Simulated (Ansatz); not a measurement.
# TaN: an elastic constant from a strain scan

Method: Ansatz 0.2.0, DFT PBE, scalar-relativistic, plane waves, PAW. Cutoff 420 eV, Γ-centred 24×24×24 k-points, Gaussian smearing of 0.15 eV. Spin–orbit coupling is left out, which can shift energies with elements as heavy as these. No spin polarisation. Energies are free energies at this smearing, counted from the undisturbed cell; pressure is positive in compression.

Zero of the scan (relaxed at this level; this rock-salt form isn't the usual structure):

```xyz
2
Lattice="0.0000 2.2086 2.2086 2.2086 0.0000 2.2086 2.2086 2.2086 0.0000" Properties=species:S:1:pos:R:3 pbc="T T T"
Ta    2.2086    2.2086    2.2086
N     0.0000    0.0000    0.0000
```

The cell is strained by ε times the Voigt pattern (0, 0, 0, 1, 0, 0) (xx, yy, zz, yz, xz, xy; engineering shear) with fractional coordinates fixed. The cell holds 2 atoms in V0 = 21.55 Å³. The stress column is τ = (1/V0) dE/dε, got from the stress tensor σ (compression positive) at each point as −det(1 + εP) σ : P(1 + εP)⁻¹, with P the pattern as a tensor.

| ε | ΔE (meV/atom) | τ (GPa) |
| --- | --- | --- |
| -0.1312 | 32.834 | -6.681 |
| -0.1125 | 24.715 | -6.174 |
| -0.0937 | 17.357 | -5.425 |
| -0.0750 | 11.140 | -4.447 |
| -0.0562 | 6.149 | -3.437 |
| -0.0375 | 2.564 | -2.225 |
| -0.0187 | 0.569 | -0.956 |
| 0.0000 | 0.000 | 0.000 |
| 0.0187 | 0.569 | 0.956 |
| 0.0375 | 2.564 | 2.225 |
| 0.0562 | 6.149 | 3.437 |
| 0.0750 | 11.140 | 4.447 |
| 0.0937 | 17.357 | 5.425 |
| 0.1125 | 24.715 | 6.174 |
| 0.1312 | 32.834 | 6.681 |
| 0.1500 | ? | ? |

**Question.** Which combination of elastic constants does this scan measure, and how large is it?

**Answer.** For small ε, τ = τ0 + Kε with K = pᵀCp, which for this pattern is C44 in the cubic axes. The parabola through τ at ε = -0.0187, 0 and 0.0187 has slope K = 51 GPa at zero. The energies per cell, E = NΔE, of the same two points give K = 2[E(ε₊)/ε₊ − E(ε₋)/ε₋]/[(ε₊ − ε₋)V0] = 48 GPa, in agreement.

**Question.** Predict the withheld row at ε = 0.1500 from the harmonic law, and compare.

**Answer.** ΔE = V0(τ0 ε + Kε²/2)/N = 38.655 meV/atom and τ = 7.66 GPa. The calculation gives 41.260 meV/atom and 6.52 GPa: the energy lies 7 % above the harmonic value.

In a metal these slopes depend on the k mesh and the smearing.